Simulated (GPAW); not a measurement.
# BN (F-43m) in GPAW: equation of state

Aim: energy against volume of BN in PBE, for its equilibrium volume and stiffness.

Everything below comes from runs of GPAW 26.7.0. Logs are shortened: lines on timing, memory, paths and dates and some standing lists are left out, and cuts for length are marked. The log counts tension as positive stress, the text compression.

**What was measured.**

From “Effect of nanostructuration on compressibility of cubic BN”, 2012, arxiv:1208.3664, for a bulk crystal of BN at 300 K: bulk modulus 395 ± 2 GPa.

The runs below are set against these values where they give the same quantity.

## 1. Starting point

Symmetry: F-43m, No. 216, cubic system. The conventional cell has a = 3.626 Å, b = 3.626 Å, c = 3.626 Å, α = 90.00°, β = 90.00°, γ = 90.00°. N (site symmetry -43m) is surrounded by 4 B at 1.57 Å. Around B (site symmetry -43m) lie 4 N at 1.57 Å.

The cell is a database's computed one.

## 2. Equation of state, PBE

Contents of run.py:

```python
from ase.eos import EquationOfState
from ase.io import Trajectory, read
from ase.units import GPa
from gpaw import GPAW, PW

atoms = read('POSCAR')

traj = Trajectory('eos.traj', 'w')
volumes, energies = [], []
for x in [0.94, 0.96, 0.98, 1.0, 1.02, 1.04, 1.06]:
    a = atoms.copy()
    a.set_cell(atoms.cell * x**(1 / 3), scale_atoms=True)
    calc = GPAW(mode=PW(800),
                xc='PBE',
                kpts={'size': (13, 13, 13), 'gamma': True},
                occupations={'name': 'fermi-dirac', 'width': 0.05},
                nbands=11,
                convergence={'density': 1e-05, 'energy': 1e-05},
                maxiter=150,
                txt=f'eos-{x:.2f}.txt')
    a.calc = calc
    energies.append(a.get_potential_energy(force_consistent=True))
    volumes.append(a.get_volume())
    p = -a.get_stress()[:3].mean() / GPa
    calc.write(f'eos-{x:.2f}.gpw')
    traj.write(a)
    print(f'{x:.2f} {volumes[-1]:10.4f} A^3 {energies[-1]:14.6f} eV {p:9.3f} GPa', flush=True)

v0, e0, B = EquationOfState(volumes, energies, eos='birchmurnaghan').fit()
print(f'V0 = {v0:.4f} A^3, E0 = {e0:.6f} eV, B0 = {B / GPa:.2f} GPa')
```

Contents of POSCAR:

```
BN
1.0
    0.0000000000      1.8130010000      1.8130010000
    1.8130010000      0.0000000000      1.8130010000
    1.8130010000      1.8130010000      0.0000000000
N B
1 1
Direct
    0.2500000000      0.2500000000      0.2500000000
    0.0000000000      0.0000000000      0.0000000000
```

Potentials or basis: GPAW PAW data sets (gpaw-data 1.2.1), pw.

Run with:

```console
$ OMP_NUM_THREADS=1 python run.py
```

What it wrote:

```text
__  _  _
 | _ |_)|_||  |
 |__||  | ||/\| - 26.7.0

Input parameters:
  mode=PW(ecut=800.0),
  convergence={'density': 1e-05, 'energy': 1e-05},
  kpts=MonkhorstPack(size=(13, 13, 13), gamma=True),
  maxiter=150,
  nbands=11,
  occupations=Occupations(name='fermi-dirac', width=0.05),
  xc=XC(name='PBE')

Diagonalizing LCAO Hamiltonian
Converting LCAO to pw mode

          N
       B

Atoms  # Å, Bohr magnetons
|   | symbol |        x |        y |        z |    initial magnetic moments |
|---|--------|----------|----------|----------|-----------------------------|
| 0 |      N | 0.887995 | 0.887995 | 0.887995 | ( 0.0000,  0.0000,  0.0000) |
| 1 |      B | 0.000000 | 0.000000 | 0.000000 | ( 0.0000,  0.0000,  0.0000) |

Unit cell  # Å
| periodic |        x |        y |        z |  lengths |    angles |
|----------|----------|----------|----------|----------|-----------|
|      yes | 0.000000 | 1.775991 | 1.775991 | 2.511630 | 60.000000 |
|      yes | 1.775991 | 0.000000 | 1.775991 | 2.511630 | 60.000000 |
|      yes | 1.775991 | 1.775991 | 0.000000 | 2.511630 | 60.000000 |

Number of symmetries: 24
Symmetry operations  # r_c * U_cc + t_c -> r_c
|    | kind |            matrix            |
|----|------|------------------------------|
|  0 |  E   |  1, 0, 0,  0, 1, 0,  0, 0, 1 |
|  1 |  σ   |  1, 0, 0,  0, 0, 1,  0, 1, 0 |
|  2 |  σ   |  1, 0,-1,  0, 1,-1,  0, 0,-1 |
|  3 |  C3  |  1, 0,-1,  0, 0,-1,  0, 1,-1 |
|  4 |  C3  |  1,-1, 0,  0,-1, 1,  0,-1, 0 |
|  5 |  σ   |  1,-1, 0,  0,-1, 0,  0,-1, 1 |
|  6 |  σ   |  0, 1, 0,  1, 0, 0,  0, 0, 1 |
|  7 |  C3  |  0, 1, 0,  0, 0, 1,  1, 0, 0 |
|  8 |  C2  |  0, 1,-1,  1, 0,-1,  0, 0,-1 |
|  9 |  S4  |  0, 1,-1,  0, 0,-1,  1, 0,-1 |
| 10 |  C3  |  0, 0, 1,  1, 0, 0,  0, 1, 0 |
| 11 |  σ   |  0, 0, 1,  0, 1, 0,  1, 0, 0 |
| 12 |  S4  |  0, 0,-1,  1, 0,-1,  0, 1,-1 |
| 13 |  C3  |  0, 0,-1,  0, 1,-1,  1, 0,-1 |
| 14 |  S4  |  0,-1, 1,  1,-1, 0,  0,-1, 0 |
| 15 |  C2  |  0,-1, 1,  0,-1, 0,  1,-1, 0 |
| 16 |  C3  |  0,-1, 0,  1,-1, 0,  0,-1, 1 |
| 17 |  S4  |  0,-1, 0,  0,-1, 1,  1,-1, 0 |
| 18 |  S4  | -1, 1, 0, -1, 0, 1, -1, 0, 0 |
| 19 |  C3  | -1, 1, 0, -1, 0, 0, -1, 0, 1 |
| 20 |  C3  | -1, 0, 1, -1, 1, 0, -1, 0, 0 |
| 21 |  S4  | -1, 0, 1, -1, 0, 0, -1, 1, 0 |
| 22 |  σ   | -1, 0, 0, -1, 1, 0, -1, 0, 1 |
| 23 |  C2  | -1, 0, 0, -1, 0, 1, -1, 1, 0 |

BZ-sampling:
  Number of BZ points: 2197
  Number of IBZ points: 84

  Monkhorst-Pack size: [13, 13, 13]
  Monkhorst-Pack shift: [0, 0, 0]

K-points  # in reciprocal-cell coordinates
|     |                                coordinates |     weight |
|-----|--------------------------------------------|------------|
|   0 | (  0.00000000,   0.00000000,   0.00000000) | 0.00045517 |
|   1 | (  0.07692308,   0.07692308,   0.00000000) | 0.00273100 |
|   2 | (  0.07692308,   0.07692308,   0.07692308) | 0.00364133 |
|   3 | (  0.15384615,   0.07692308,   0.07692308) | 0.00546199 |
|   4 | (  0.15384615,   0.15384615,   0.00000000) | 0.00273100 |
|   5 | (  0.15384615,   0.15384615,   0.07692308) | 0.01092399 |
|   6 | (  0.15384615,   0.15384615,   0.15384615) | 0.00364133 |
|   7 | (  0.23076923,   0.15384615,   0.07692308) | 0.01092399 |
|   8 | (  0.23076923,   0.15384615,   0.15384615) | 0.01092399 |
|   9 | (  0.23076923,   0.23076923,   0.00000000) | 0.00273100 |
| ... |                                            |            |
|  83 | (  0.46153846,   0.46153846,   0.46153846) | 0.00364133 |

Plane wave coefficients: 589
Cutoff: 800.0 eV

Spin-components: 1 (collinear spins)
Bands:           11
Projectors:      10
Spin-degeneracy: 2
Datatype:        complex128

Density:
  Valence electrons: 8.0
  Components: 1
  Grid points: [18 18 18]
  Charge: 0.0  # |e|

Potential:
  Grid points: [18 18 18]

species:
  N:
    name:    Nitrogen
    Z:       7.0
    valence: 5
    core:    2
    charge:  0.0  # [|e|]
    compensation charges:
      type: gauss
      rc: 0.18  # [Å]
      lmax: 2
    cutoffs:
      filter: 1.11  # [Å]
      core: 0.96  # [Å]
    projectors
    | kind |    occ | energy [eV] | rcut [Å] |
    |------|--------|-------------|----------|
    |   2s |  2.000 |     -18.583 |    0.603 |
    |   2p |  3.000 |      -7.089 |    0.529 |
    |    s |        |       8.629 |    0.603 |
    |    p |        |      20.123 |    0.529 |
    |    d |        |       0.000 |    0.577 |

    Using partial waves for N as LCAO basis

  B:
    name:    Boron
    Z:       5.0
    valence: 3
    core:    2
    charge:  0.0  # [|e|]
    compensation charges:
      type: gauss
      rc: 0.20  # [Å]
      lmax: 2
    cutoffs:
      filter: 1.14  # [Å]
      core: 1.38  # [Å]
    projectors
    | kind |    occ | energy [eV] | rcut [Å] |
    |------|--------|-------------|----------|
    |   2s |  2.000 |      -9.443 |    0.635 |
    |   2p |  1.000 |      -3.606 |    0.635 |
    |    s |        |      17.768 |    0.635 |
    |    p |        |      23.605 |    0.635 |
    |    d |        |       0.000 |    0.635 |

    Using partial waves for B as LCAO basis

Reference energy: -2151.211071  # eV

eigensolver:
  PPCG
  Converge bands: occupied
  niter=2

density mixing:
  MSR1-Mixer
  Pratt-step length: 0.05
  Maximum mixing coefficient: 0.75
  Old densities: 10
  SVD Regularization: 0.005
  Good broyden scale: 1.0
  Trust region scale: 1.0
  Backstep threshold: 4.0
  History deletion threshold: 6.0
  Fourier metric: weight=20.0, sigma=0.015

occupation numbers:
  Fermi-Dirac:
    width: 0.0500  # eV

poisson solver:
  ecut: 6400.0  # eV

xc functional:
  name: PBE with 2 nearest neighbor stencil

convergence criteria:
- Maximum integral of absolute [dens]ity change: 1e-05 electrons / valence electron
- Maximum [total energy] change in last 3 cyles: 1e-05 eV / valence electron
- Maximum integral of absolute [eigenst]ate change: 4e-08 eV^2 / valence electron
maximum number of iterations: 150

SCF iterations
|iter     | |      energy | eigst |  dens |
|---------|-|-------------|-------|-------|
|iter:   1| |  -18.360240 | +0.11 |       |
|iter:   2| |  -18.176589 | -2.10 | -0.73 |
|iter:   3| |  -17.459991 | -1.34 | -0.77 |
|iter:   4| |  -17.450323 | -2.81 | -1.38 |
|iter:   5| |  -17.450146 | -3.46 | -1.84 |
|iter:   6| |  -17.450226 | -5.30 | -2.57 |
|iter:   7| |  -17.450225c| -7.06 | -3.58 |
|iter:   8| |  -17.450225c| -8.75c| -4.35 |
|iter:   9| |  -17.450225c| -8.80c| -5.41c|

Converged in 9 steps
Energy contributions relative to reference atoms: (reference = -2151.211071)

Energy contributions:
  Kinetic:          21.345084
  Coulomb:         -19.379348
  Zero:              0.098855
  External:          0.000000
  Xc:              -19.514817
  Entropy:          -0.000000
  Spinorbit:         0.000000
  ----------------------------
  Free energy:     -17.450225
  Extrapolated:    -17.450225

dipole moment: (-7.214422, -7.214422, -7.214422)  # |e|*Ang

Fermi level: 13.207
Eigenvalues  # (at kpt = [0.000, 0.000, 0.000])
| band index |      eig [eV] | occ [0-2] |
|------------|---------------|-----------|
|          0 |        -9.945 |     2.000 |
|          1 |        10.893 |     2.000 |
|          2 |        10.893 |     2.000 |
|          3 |        10.893 |     2.000 |
|          4 |        19.978 |     0.000 |
|          5 |        19.978 |     0.000 |
|          6 |        19.978 |     0.000 |
|          7 |        22.131 |     0.000 |
|          8 |        36.660 |     0.000 |
|          9 |        39.399 |     0.000 |
|         10 |        39.571 |     0.000 |

Gap: 4.605 eV
Transition (v -> c):
  (s=0, k=0, n=3, [0.00, 0.00, 0.00]) -> (s=0, k=77, n=4, [0.46, 0.46, 0.00])
Direct/indirect transitions are different
Direct gap: 9.085 eV
Transition at: (s=0, k=0, n=3, [0.00, 0.00, 0.00])

Stress tensor  # eV/Ang^3
|         x |         y |         z |
|-----------|-----------|-----------|
| -0.150373 |  0.000000 |  0.000000 |
|  0.000000 | -0.150373 |  0.000000 |
|  0.000000 |  0.000000 | -0.150373 |

# Writing to eos-0.94.gpw (mode='')
```

Run time: 1.8 min. Hardware: 1 thread of Arm Neoverse V1, shared host; peak memory 0.22 GiB.

Results:

```
Equilibrium volume                      : 5.96 Å³/atom
Bulk modulus                            : 371 GPa
Pressure derivative of the bulk modulus : 3.7
```

Energy against volume, from the lowest point:
```csv
volume (Å³/atom),energy (meV/atom)
5.602,26.76
5.721,11.38
5.840,2.59
5.959,0.00
6.078,2.84
6.198,10.69
6.317,23.16
```

## 3. How close it comes

Step 2. Against the measured bulk modulus of BN, 395 GPa (300 K; quoted in “Effect of nanostructuration on compressibility of cubic BN”, 2012, arxiv:1208.3664), the calculated 371 GPa is off by -5.9 %. The fit is for a static lattice scaled at fixed shape and fixed fractional positions.
